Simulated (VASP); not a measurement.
# BaF2 (Frankdicksonite) (Fm-3m) in VASP: settings compared, part 2 of 2

VASP 6.6.1. Earlier steps stand in the parts before.

### 5 Relaxation of cell and atoms, PBE+D3(BJ)

This run uses another cell than the first one, of 19.86 Å³/atom, 1.058 times its volume.

INCAR reads:

```
ALGO = Normal ; EDIFF = 1E-6
EDIFFG = -0.01 ; ENCUT = 600
GGA = PE ; IBRION = 2
ISIF = 3 ; ISMEAR = 0
IVDW = 12 ; LASPH = T
LCHARG = F ; LREAL = F
LWAVE = F ; NELM = 80
NSW = 90 ; PREC = Accurate
SIGMA = 0.03
```

KPOINTS reads:

```
k-points
0
Gamma
  8 8 8
```

POSCAR reads:

```
BaF2
1.0
    0.0000000000      3.1000500000      3.1000500000
    3.1000500000      0.0000000000      3.1000500000
    3.1000500000      3.1000500000      0.0000000000
Ba F
1 2
Direct
    0.0000000000      0.0000000000      0.0000000000
    0.2500000000      0.2500000000      0.2500000000
    0.7500000000      0.7500000000      0.7500000000
```

Potentials or basis: VASP PAW PBE potentials, release 64 (Ba_sv, F).

Command:

```sh
$ cat potpaw_PBE.64/Ba_sv/POTCAR potpaw_PBE.64/F/POTCAR > POTCAR
$ mpirun -np 1 vasp_std > vasp.out
```

OUTCAR:

```text
EDIFF = 1E-6
   EDIFFG = -0.01
   ENCUT = 600
   GGA = PE
   IBRION = 2
   ISIF = 3
   ISMEAR = 0
   IVDW = 12
   LASPH = T
   LREAL = F
   NELM = 80
   NSW = 90
   PREC = Accurate
 IVDW          = 12

 ion  position               nearest neighbor table
   1  0.000  0.000  0.000-   3 2.68   3 2.68   2 2.68   3 2.68   2 2.68   2 2.68   3 2.68   2 2.68

   2  0.250  0.250  0.250-   1 2.68   1 2.68   1 2.68   1 2.68
   3  0.750  0.750  0.750-   1 2.68   1 2.68   1 2.68   1 2.68

  LATTYP: Found a face centered cubic cell.
 ALAT       =     6.2001000000

  Lattice vectors:

 A1 = (   0.0000000000,   3.1000500000,   3.1000500000)
 A2 = (   3.1000500000,   0.0000000000,   3.1000500000)
 A3 = (   3.1000500000,   3.1000500000,   0.0000000000)

Analysis of symmetry for initial positions (statically):
=====================================================================
 Subroutine PRICEL returns:
 Original cell was already a primitive cell.

 Routine SETGRP: Setting up the symmetry group for a
 face centered cubic supercell.

 Subroutine GETGRP returns: Found 48 space group operations
 (whereof 48 operations were pure point group operations)
 out of a pool of 48 trial point group operations.

The static configuration has the point symmetry O_h .

Analysis of symmetry for dynamics (positions and initial velocities):
=====================================================================
 Subroutine PRICEL returns:
 Original cell was already a primitive cell.

 Routine SETGRP: Setting up the symmetry group for a
 face centered cubic supercell.

 Subroutine GETGRP returns: Found 48 space group operations
 (whereof 48 operations were pure point group operations)
 out of a pool of 48 trial point group operations.

The dynamic configuration has the point symmetry O_h .

 Subroutine INISYM returns: Found 48 space group operations
 (whereof 48 operations are pure point group operations),
 and found     1 'primitive' translations

----------------------------------------------------------------------------------------

                                     Primitive cell

  volume of cell :      59.5849
[... 173 lines left out ...]

  FREE ENERGIE OF THE ION-ELECTRON SYSTEM (eV)
  ---------------------------------------------------
  free  energy   TOTEN  =       -17.5139746017 eV

  energy  without entropy=      -17.5139746017  energy(sigma->0) =      -17.51397460

--------------------------------------- Ionic step        2  -------------------------------------------

 number of electron      24.0000013 magnetization

 Free energy of the ion-electron system (eV)
  ---------------------------------------------------
  ext. energy  EPLUGINS =         0.00000000
  ---------------------------------------------------
  free energy    TOTEN  =       -17.12576799 eV

  energy without entropy =      -17.12576799  energy(sigma->0) =      -17.12576799

 E-fermi :  -1.9434     XC(G=0):  -8.6026

 val. band max:       -2.1593143564   @ k =  -0.2500   0.2500   0.0000
 cond. band min:       4.5120416535   @ k =   0.0000   0.0000   0.0000
 fundamental gap:      6.6713560099
 Fermi energy:        -1.9434366875

 k-point     1 :       0.0000    0.0000    0.0000
  band No.  band energies     occupation
      1     -25.3150      2.00000
      2     -21.0581      2.00000
      3     -21.0365      2.00000
      4     -10.1815      2.00000
      5     -10.1815      2.00000
      6     -10.1815      2.00000
[... 433 lines left out ...]
      3     -21.2018      2.00000
      4     -10.4433      2.00000
      5     -10.3087      2.00000
      6     -10.3072      2.00000
[... 8 lines left out ...]
     15       7.2467      0.00000
     16       7.9803      0.00000

 [... further k-points ...]

------------------------ aborting loop because EDIFF is reached ----------------------------------------

 Edisp (eV)   -0.39260

 E8    (eV) :    -0.1889

  FORCE on cell =-STRESS in cart. coord.  units (eV):
  Direction    XX          YY          ZZ          XY          YZ          ZX
  --------------------------------------------------------------------------------------
  -------------------------------------------------------------------------------------
  Total      -0.02439    -0.02439    -0.02439     0.00000    -0.00000     0.00000
  in kB      -0.64181    -0.64181    -0.64181     0.00000    -0.00000     0.00000
  external pressure =       -0.64 kB  Pullay stress =        0.00 kB

 VOLUME and BASIS-vectors are now :
 -----------------------------------------------------------------------------
  energy-cutoff  :      600.00
  volume of cell :       60.88
      direct lattice vectors                 reciprocal lattice vectors
    -0.000000000  3.122340941  3.122340941    -0.160136260  0.160136260  0.160136260
     3.122340941 -0.000000000  3.122340941     0.160136260 -0.160136260  0.160136260
     3.122340941  3.122340941 -0.000000000     0.160136260  0.160136260 -0.160136260

 POSITION                                       TOTAL-FORCE (eV/Angst)
 -----------------------------------------------------------------------------------
      6.24468      6.24468      6.24468         0.000000     -0.000000      0.000000
      1.56117      1.56117      1.56117        -0.000000     -0.000000     -0.000000
      4.68351      4.68351      4.68351         0.000000      0.000000      0.000000
 -----------------------------------------------------------------------------------
    total drift:                                0.000000      0.000000      0.000000

  FREE ENERGIE OF THE ION-ELECTRON SYSTEM (eV)
  ---------------------------------------------------
  free  energy   TOTEN  =       -17.5183687701 eV

  energy  without entropy=      -17.5183687701  energy(sigma->0) =      -17.51836877

 reached required accuracy - stopping structural energy minimisation
```

CONTCAR:

```text
BaF2
   1.00000000000000
    -0.0000000000000000    3.1223409409139267    3.1223409409139267
     3.1223409409139267   -0.0000000000000000    3.1223409409139267
     3.1223409409139267    3.1223409409139267   -0.0000000000000000
  Ba              F
     1     2
Direct
     1.0000000000000000    1.0000000000000000    1.0000000000000000
     0.2500000000000000    0.2500000000000000    0.2500000000000000
     0.7500000000000000    0.7500000000000000    0.7500000000000000

  0.00000000E+00  0.00000000E+00  0.00000000E+00
  0.00000000E+00  0.00000000E+00  0.00000000E+00
  0.00000000E+00  0.00000000E+00  0.00000000E+00
```

Wall time 75 s (1 thread of AMD EPYC 7R43 (Zen 3), shared host); peak memory 0.19 GiB.

What came out:

```yaml
Free_energy: -17.5184 eV
Relaxed_volume: 20.29 Å³/atom
Relaxed_cell: a = 4.416 Å, b = 4.416 Å, c = 4.416 Å, α = 60.00°, β = 60.00°, γ = 60.00°
Space_group_after_relaxing_to_0.05_Å: Fm-3m (No. 225)
Energy_gained_by_relaxing: 1.5 meV/atom
Ionic_steps: 2
Pressure_after_relaxing: -0.1 GPa
Band_gap_on_the_k_mesh: 6.67 eV, indirect (least direct gap 6.74 eV)
Dispersion_energy_per_atom: -0.131 eV
```

The path:
| step | energy change (eV) | largest force (eV/Å) | pressure (GPa) | volume (Å³) |
| --- | --- | --- | --- | --- |
| 1 | 0.0000 | 0.0000 | 1.20 | 59.58 |
| 2 | -0.0044 | 0.0000 | -0.06 | 60.88 |

Final structure:
```xyz
3
Lattice="0.0000 3.1223 3.1223 3.1223 0.0000 3.1223 3.1223 3.1223 0.0000" Properties=species:S:1:pos:R:3 pbc="T T T"
Ba    6.2447    6.2447    6.2447
F     1.5612    1.5612    1.5612
F     4.6835    4.6835    4.6835
```

Levels at points of the mesh, in eV from the valence-band top:
```
           k point  band 9  band 10  band 11  band 12  band 13  band 14  band 15  band 16
(0.00, 0.00, 0.00)   -1.43    -0.07    -0.07    -0.07     6.67     9.10     9.10    11.22
(0.50, 0.00, 0.00)   -0.64    -0.35    -0.17    -0.17     8.97     9.09     9.09     9.70
(0.50, 0.50, 0.00)   -0.34    -0.33    -0.33    -0.11     7.21     8.89    10.53    11.77
```

Caveat: spin-orbit coupling is left out, which moves the levels of the heavy elements. A k mesh can miss the band edges.

### 6 Relaxation of cell and atoms, PBE+D3(BJ)

This run uses another cell than the first one, of 20.29 Å³/atom, 1.081 times its volume.

Edit INCAR of step 5 so:

```diff
@@ -1,3 +1,3 @@
-ALGO = Normal ; EDIFF = 1E-6
-EDIFFG = -0.01 ; ENCUT = 600
+ALGO = Normal ; EDIFF = 1E-7
+EDIFFG = -0.005 ; ENCUT = 600
 GGA = PE ; IBRION = 2
```

KPOINTS is that of step 5.

POSCAR reads:

```
BaF2                                    
1.0
   -0.0000000000      3.1223409409      3.1223409409
    3.1223409409     -0.0000000000      3.1223409409
    3.1223409409      3.1223409409     -0.0000000000
  Ba              F             
     1     2
Direct
     1.0000000000000000    1.0000000000000000    1.0000000000000000
     0.2500000000000000    0.2500000000000000    0.2500000000000000
     0.7500000000000000    0.7500000000000000    0.7500000000000000
```

Potentials or basis: VASP PAW PBE potentials, release 64 (Ba_sv, F).

Command:

```sh
$ cat potpaw_PBE.64/Ba_sv/POTCAR potpaw_PBE.64/F/POTCAR > POTCAR
$ mpirun -np 1 vasp_std > vasp.out
```

Wall time 83 s (1 thread of AMD EPYC 7R43 (Zen 3), shared host); peak memory 0.19 GiB.

The run converged. Its results:

* Free energy: -17.5206 eV
* Relaxed volume: 20.26 Å³/atom
* Relaxed cell: a = 4.413 Å, b = 4.413 Å, c = 4.413 Å, α = 60.00°, β = 60.00°, γ = 60.00°
* Space group after relaxing (to 0.05 Å): Fm-3m (No. 225)
* Energy gained by relaxing: 0.0 meV/atom
* Ionic steps: 2
* Pressure after relaxing: 0.0 GPa
* Band gap on the k mesh: 6.68 eV, indirect (least direct gap 6.75 eV)
* Dispersion energy per atom: -0.131 eV

Final structure:
```cif
data_structure
_symmetry_space_group_name_H-M 'P 1'
_symmetry_Int_Tables_number 1
_cell_length_a 4.4132
_cell_length_b 4.4132
_cell_length_c 4.4132
_cell_angle_alpha 60.000
_cell_angle_beta 60.000
_cell_angle_gamma 60.000
_cell_volume 60.78
loop_
_atom_site_label
_atom_site_type_symbol
_atom_site_fract_x
_atom_site_fract_y
_atom_site_fract_z
_atom_site_occupancy
Ba1 Ba 0.00000 0.00000 0.00000 1
F1 F 0.25000 0.25000 0.25000 1
F2 F 0.75000 0.75000 0.75000 1
```

Levels at points of the mesh, in eV from the valence-band top:
```
           k point  band 10  band 11  band 12  band 13  band 14  band 15
(0.00, 0.00, 0.00)    -0.07    -0.07    -0.07     6.68     9.11     9.11
(0.50, 0.00, 0.00)    -0.35    -0.17    -0.17     8.98     9.10     9.10
(0.50, 0.50, 0.00)    -0.33    -0.33    -0.11     7.21     8.90    10.54
```

Caveat: spin-orbit coupling is left out, which moves the levels of the heavy elements.

### 7 Overview

| level | potentials or basis | gap on the mesh (eV) | pressure (GPa) | relaxed volume (Å³/atom) |
| --- | --- | --- | --- | --- |
| LDA | VASP PAW LDA potentials, release 64 (Ba_sv, F) | 6.61 | 0.0 | 18.80 |
| PBE | VASP PAW PBE potentials, release 64 (Ba_sv, F) | 6.60 | 0.0 | - |
| PBE+D3(BJ) | VASP PAW PBE potentials, release 64 (Ba_sv, F) | 6.68 | 0.0 | 20.26 |

Alike in all rows: task relaxation of cell and atoms; no spin polarisation; cell relaxed; k mesh 8 × 8 × 8; cutoff (eV) 600; smearing gaussian 0.03 eV.

Caveats: spin-orbit coupling is left out, which moves the levels of the heavy elements; the relaxation stopped at its first step, so nothing moved (some runs).

Total energies depend on the potentials used, so only differences within one code and one set of settings carry meaning.
